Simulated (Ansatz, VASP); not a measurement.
# One calculation of Ni, two programs

```xyz
2
Lattice="2.4480 0.0000 0.0000 -1.2240 2.1201 0.0000 0.0000 0.0000 4.0728" Properties=species:S:1:pos:R:3 pbc="T T T"
Ni    0.0000    1.4134    1.0182
Ni    1.2240    0.7067    3.0546
```

This isn't the form of Ni at room conditions, which is fcc.

Alike in both runs: task single point; functional PBE; dispersion D3(BJ); k mesh 9 × 9 × 4; occupations gaussian, width 0.1 eV; collinear spin.

|  | VASP | Ansatz |
| --- | --- | --- |
| version | VASP 6.6.1 | Ansatz 0.2.0 |
| potentials or method | VASP PAW PBE potentials, release 64 (Ni) | scalar-relativistic, plane waves, PAW |
| plane-wave cutoff (eV) | 520 | 420 |
| valence electrons in the cell | 20 | 36 |

VASP gave:

```
gap on the k mesh at the Fermi level (eV)                     : none
pressure (GPa)                                                : -0.9
largest component of the traceless stress (GPa)               : 0.82
net moment per atom (μB)                                      : 0.60
size of the moment on the site where the two differ most (μB) : 0.61
```

**Question.** Estimate Ansatz's values.

**Answer.** gap on the k mesh at the Fermi level (eV): none; pressure (GPa): -0.6; largest component of the traceless stress (GPa): 0.83; net moment per atom (μB): 0.61; size of the moment on the site where the two differ most (μB): 0.65.

Site moments also hang on the region over which each program counts them. A gap of «none» marks a metal or a gap that the smearing closes. The functional is the same, so the differences come from potentials, cutoffs and numerics. The two sets of potentials don't hold the same shells in valence.

Caveats: the k mesh is coarse (spacing up to 0.39 Å⁻¹), so the values aren't converged; pairwise dispersion overbinds metals, which lowers pressure and volume.
